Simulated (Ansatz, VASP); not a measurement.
# One calculation of Bi2Te3 (Tellurobismuthite), two programs

```
Bi Te
1.0
     2.17660    1.25666    9.96039
    -2.17660    1.25666    9.96039
     0.00000   -2.51332    9.96039
Bi Te
2 3
Cartesian
  0.0000 0.0000 11.9598
  0.0000 0.0000 17.9213
  0.0000 0.0000 0.0000
  0.0000 0.0000 6.2454
  0.0000 0.0000 23.6357
```

Alike in both runs: functional LDA; k mesh 9 × 9 × 9; occupations gaussian, width 0.02 eV; no spin polarisation.

Ansatz relaxed the structure, and its values are those at the end. VASP's run is a single point on that final structure, the one shown.

|  | VASP | Ansatz |
| --- | --- | --- |
| version | VASP 6.6.1 | Ansatz 0.2.0 |
| potentials or method | VASP PAW LDA potentials, release 64 (Bi_d, Te) | scalar-relativistic, plane waves, PAW |
| plane-wave cutoff (eV) | 520 | 420 |
| valence electrons in the cell | 48 | 78 |

Ansatz gave:

- gap on the k mesh at the Fermi level (eV): 0.15
- least direct gap on the mesh (eV): 0.15
- pressure (GPa): 0.0
- rms of the force components (eV/Å): 0.000

Question: Estimate VASP's values.

Answer: gap on the k mesh at the Fermi level (eV): 0.14; least direct gap on the mesh (eV): 0.14; pressure (GPa): 0.1; rms of the force components (eV/Å): 0.015.

The two sets of potentials don't hold the same shells in valence.

Caveats: spin-orbit coupling is left out, which as a rule narrows the gap of such compounds by several tenths of an eV; an odd mesh through Γ misses points on the zone boundary, where band edges often lie.
